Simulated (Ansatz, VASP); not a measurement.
**AgCl in VASP and in Ansatz**

```
Ag Cl
1.0
     0.00000    2.80088    2.77315
     2.80088    0.00000    2.77315
     2.80088    2.80088    0.00000
Ag Cl
1 1
Direct
  0.50000 0.50000 0.50000
  0.00000 0.00000 0.00000
```

Change from the starting cell: equal xx and yy strain of +1 %, crystal datasets.

Alike in both runs: task electric field gradients; functional PBEsol; k mesh 9 × 9 × 9; occupations fermi-dirac, width 0.01 eV; no spin polarisation.

|  | VASP | Ansatz |
| --- | --- | --- |
| version | VASP 6.6.1 | Ansatz 0.2.0 |
| potentials or method | VASP PAW PBE potentials, release 64 (Ag, Cl), cutoff 520 eV | all-electron PAW with datasets made for the crystal, scalar-relativistic |

Ansatz gave:

```
gap on the k mesh at the Fermi level (eV)                      : 0.76
pressure (GPa)                                                 : -3.4
largest component of the traceless stress (GPa)                : 0.06
Vzz of the field gradient on the site that differs most (V/Å²) : -4.5
```

Problem. What did VASP give for the same quantities?

Solution. gap on the k mesh at the Fermi level (eV): 0.75; pressure (GPa): -3.5; largest component of the traceless stress (GPa): 0.05; Vzz of the field gradient on the site that differs most (V/Å²): -5.5.

Ansatz ran all-electron here, so the differences hold the error of VASP's frozen core and of both bases. Ansatz warned: «gradients_without_spin_orbit».

Caveats: the PAW data sets were made with another functional, which shifts forces and pressure a little (VASP); an odd mesh through Γ misses points on the zone boundary, where band edges often lie.
